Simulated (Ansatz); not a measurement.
# BN: shifting one sublattice

This session takes BN and sets out to map the energy as every N atom is pushed off its site.

Computed with Ansatz 0.2.0 (DFT PBE, scalar-relativistic, plane waves, PAW, unless a step's input says otherwise).

## (1) The structure to begin with

The structure is cubic, space group F-43m (No. 216). The conventional cell has a = 3.626 Å, b = 3.626 Å, c = 3.626 Å, α = 90.00°, β = 90.00°, γ = 90.00°. B (site symmetry -43m) is surrounded by 4 N at 1.57 Å. Around N (site symmetry -43m) lie 4 B at 1.57 Å.

Structure file:

```
CELL_PARAMETERS angstrom
0.00000 1.81300 1.81300
1.81300 0.00000 1.81300
1.81300 1.81300 0.00000
ATOMIC_POSITIONS crystal
B 0.00000 0.00000 0.00000
N 0.75000 0.75000 0.75000
```

It goes back to an entry of the Materials Project, which need not be the stable form.

The cell is taken as given, not relaxed at this level.

## (2) The scan: shifting one sublattice

Every N atom is moved by x along the Cartesian unit vector (0.707, 0.707, 0.000); the cell and all other atoms stay fixed. Forces below are components along that vector, summed over the moved atoms.

## (3) x = -0.500 Å

File input.yaml:

```yaml
crystal:
  lattice:
    - [0.0, 1.813001, 1.813001]
    - [1.813001, 0.0, 1.813001]
    - [1.813001, 1.813001, 0.0]
  atoms:
    - { symbol: B, position: [0.0, 0.0, 0.0] }
    - { symbol: "N", position: [0.75, 0.75, 0.5549899638] }
basis:
  ecutwfc: 420
kpoints:
  mp_grid: { grid: [12, 12, 12] }
hamiltonian:
  xc: pbe
scf:
  occupations: { method: gaussian, width: 0.05 }
output:
  forces: true
  stress: true
  eigenvalues: true
```

On the command line:

```console
$ ansatz run input.yaml --threads 1 --pin off --max-ram 2560MiB --backend cpu --events-out ev --progress --plain --runs-dir out
```

## (4) x = 0.375 Å

Changes to input.yaml since step 3:

```diff
@@ -7,3 +7,3 @@
     - { symbol: B, position: [0.0, 0.0, 0.0] }
-    - { symbol: "N", position: [0.75, 0.75, 0.5549899638] }
+    - { symbol: "N", position: [0.75, 0.75, 0.8962575271] }
 basis:
```

## (5) x = -0.250 Å

Changes to input.yaml since step 4:

```diff
@@ -7,3 +7,3 @@
     - { symbol: B, position: [0.0, 0.0, 0.0] }
-    - { symbol: "N", position: [0.75, 0.75, 0.8962575271] }
+    - { symbol: "N", position: [0.75, 0.75, 0.6524949819] }
 basis:
```

## (6) Point x = 0.125 Å

Changes to input.yaml since step 5:

```diff
@@ -7,3 +7,3 @@
     - { symbol: B, position: [0.0, 0.0, 0.0] }
-    - { symbol: "N", position: [0.75, 0.75, 0.6524949819] }
+    - { symbol: "N", position: [0.75, 0.75, 0.798752509] }
 basis:
```

## (7) Point x = 0.438 Å

Changes to input.yaml since step 6:

```diff
@@ -7,3 +7,3 @@
     - { symbol: B, position: [0.0, 0.0, 0.0] }
-    - { symbol: "N", position: [0.75, 0.75, 0.798752509] }
+    - { symbol: "N", position: [0.75, 0.75, 0.9206337817] }
 basis:
```

## (8) x = 0.312 Å

Changes to input.yaml since step 7:

```diff
@@ -7,3 +7,3 @@
     - { symbol: B, position: [0.0, 0.0, 0.0] }
-    - { symbol: "N", position: [0.75, 0.75, 0.9206337817] }
+    - { symbol: "N", position: [0.75, 0.75, 0.8718812726] }
 basis:
```

## (9) Point x = 0.188 Å

Changes to input.yaml since step 8:

```diff
@@ -7,3 +7,3 @@
     - { symbol: B, position: [0.0, 0.0, 0.0] }
-    - { symbol: "N", position: [0.75, 0.75, 0.8718812726] }
+    - { symbol: "N", position: [0.75, 0.75, 0.8231287636] }
 basis:
```

## (10) At x = 0.062 Å

Changes to input.yaml since step 9:

```diff
@@ -7,3 +7,3 @@
     - { symbol: B, position: [0.0, 0.0, 0.0] }
-    - { symbol: "N", position: [0.75, 0.75, 0.8231287636] }
+    - { symbol: "N", position: [0.75, 0.75, 0.7743762545] }
 basis:
```

(Steps that only read results are left out.)

Q: Predict the outcome of this session.

The runs gave:

```
                                                        quantity        value
force constant along x, from the points at -0.250, 0 and 0.062 Å  23.50 eV/Å²
```

The restoring force grows by 23.50 eV/Å per Å near the site. The step of 0.25 Å is wide, so anharmonic terms mix in. No sampled point lies below the undisturbed cell. The gap on the mesh stays between 0.68 and 4.46 eV. Where forces pass 15 eV/Å atoms stand far too close, the PAW spheres overlap strongly and those numbers are rough.
